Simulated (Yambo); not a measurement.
Something may be wrong with this Yambo 5.3.0 calculation of InP.

The input bse10.in:

```
optics
bse
bss
rim_cut
em1s
RandQpts= 1000000
RandGvec= 50 RL
Chimod= "HARTREE"
% BndsRnXs
 1 | 33 |
%
NGsBlkXs= 1 RL
% LongDrXs
 1 | 1 | 1 |
%
BSKmod= "SEX"
BSEmod= "retarded"
BSSmod= "d"
% BSEQptR
 1 | 1 |
%
% BSEBands
 12 | 15 |
%
BSENGexx= 20 Ry
BSENGBlk= 1 RL
% BEnRange
 0 | 20 | eV
%
% BDmRange
 0.1 | 0.1 | eV
%
BEnSteps= 200
% BLongDir
 1 | 1 | 1 |
%
BSEprop= "abs"
WRbsWF
% KfnQP_E
 0.83 | 1.0 | 1.0 |
%
```

File scf.in:

```
&CONTROL
  calculation = 'scf'
  prefix = 'pwscf'
  outdir = './tmp'
  pseudo_dir = './pseudo'
/
&SYSTEM
  ibrav = 0
  nat = 2
  ntyp = 2
  ecutwfc = 59
  ecutrho = 237
  nbnd = 20
  occupations = 'smearing'
  smearing = 'fd'
  degauss = 0.00367493
  force_symmorphic = .true.
/
&ELECTRONS
  conv_thr = 4d-10
  electron_maxstep = 120
  mixing_beta = 0.5
/
ATOMIC_SPECIES
In   114.8180 In.upf
P     30.9738 P.upf
CELL_PARAMETERS angstrom
   0.0000000000    2.9690636329    2.9690636329
   2.9690636329    0.0000000000    2.9690636329
   2.9690636329    2.9690636329    0.0000000000
ATOMIC_POSITIONS crystal
In     0.0000000000    0.0000000000    0.0000000000
P      0.7500000000    0.7500000000    0.7500000000
K_POINTS automatic
8 8 8 0 0 0
```

File nscf.in:

```
&CONTROL
  calculation = 'nscf'
  prefix = 'pwscf'
  outdir = './tmp'
  pseudo_dir = './pseudo'
/
&SYSTEM
  ibrav = 0
  nat = 2
  ntyp = 2
  ecutwfc = 59
  ecutrho = 237
  nbnd = 63
  occupations = 'fixed'
  force_symmorphic = .true.
/
&ELECTRONS
  conv_thr = 1d-08
  diago_full_acc = .true.
  diago_thr_init = 1d-06
/
ATOMIC_SPECIES
In   114.8180 In.upf
P     30.9738 P.upf
CELL_PARAMETERS angstrom
   0.0000000000    2.9690636329    2.9690636329
   2.9690636329    0.0000000000    2.9690636329
   2.9690636329    2.9690636329    0.0000000000
ATOMIC_POSITIONS crystal
In     0.0000000000    0.0000000000    0.0000000000
P      0.7500000000    0.7500000000    0.7500000000
K_POINTS automatic
6 6 6 0 0 0
```

Potentials or basis: PseudoDojo 0.4.1 SR LDA stringent.

The run is started by

```console
$ OMP_NUM_THREADS=1 pw.x -in scf.in > scf.out
$ OMP_NUM_THREADS=1 pw.x -in nscf.in > nscf.out
$ cd tmp/pwscf.save; p2y; mv SAVE ../..; cd ../..
$ OMP_NUM_THREADS=1 yambo
$ mkdir -p bse10; ln -s $PWD/g0w00/ndb.RIM bse10/
$ OMP_NUM_THREADS=1 yambo -F bse10.in -J bse10 -C bse10_out
$ OMP_NUM_THREADS=1 ypp -J bse10 -C bse10_out -e s -b 1
```

Yambo's report:

```text
[... sections 02.01 to 02.04 as in the set-up run ...]

  [02.05] Energies & Occupations
  ==============================

  [X] === General ===
  [X] Electronic Temperature                        :  0.000000  0.000000 [eV K]
  [X] Bosonic    Temperature                        :  0.000000  0.000000 [eV K]
  [X] Finite Temperature mode                       : no
  [X] El. density                                   :  0.49669E+24 [cm-3]
  [X] Fermi Level                                   :  7.516259 [eV]

[... 4 lines left out ...]
  [X] Empty Bands                                   :   14   63
[... 7 lines left out ...]
 [03] Transferred momenta grid and indexing
 ==========================================

 IBZ Q-points                                      :  16
 BZ  Q-points                                      :  216

 K/Q-points units:
 rlu = crystal or reduced units; cc = cartesian coordinates; iku = interal k-units

[... 292 lines left out ...]
    [K] Correlation                                  : yes [res]
    [K] Kernel`s coupling                            : no
    [K] Exchange                                     : no [cpl]
    [K] Correlation                                  : no [cpl]
    [K] W interaction is bare                        : no
    [K] ALDA kernel in R-space                       : no
    [K] RL vectors                                   :   537 [exchange]
    [K] RL vectors                                   :  1 [correlation]
    [K] E/h energy range                             : -1.000000 -1.000000 [eV]
    [K] Coupling range                               :  100.0000  100.0000 [o/o]
    [W] Interaction is diagonal                      : no
    [W] Matrix size                                  :  1
    [W] Bands                                        :    1   33
    [W] e/h energy range                             : -1.000000 -1.000000 [eV]
    [W] Poles                                        :  100.0000 [o/o]
    [W] RL vectors in the sum                        :   3479
    [W] [r,Vnl] included                             : yes
    [W] Field direction                              :  0.577350E-5  0.577350E-5  0.577350E-5
    [W] Coulomb Cutoff                               : none
    [W] Hxc Kernel                                   : HARTREE
    [RIM] RL components                              :   51 [col]
    [RIM] Random points                              :  1000000 [col]
    [SOC] Perturbative SOC                           : no
    [K] Kernel long-range exchange                   : BAR
[... 1 line left out ...]
    [BSS] Field direction                            :  0.577350E-5  0.577350E-5  0.577350E-5
[... 1 line left out ...]
    [BSS] Number of BSE matrices                     :  1
```

Among its messages:

```text
In case H contains other non local terms, these are neglected
[r,Vnl^pseudo] included in position and velocity dipoles.
```

Diagnose the run.

The run ended normally. The input holds a flaw that was put in on purpose: screening kept to one reciprocal lattice vector. The program doesn't stop on it, so the numbers can't be trusted though the run ends normally.
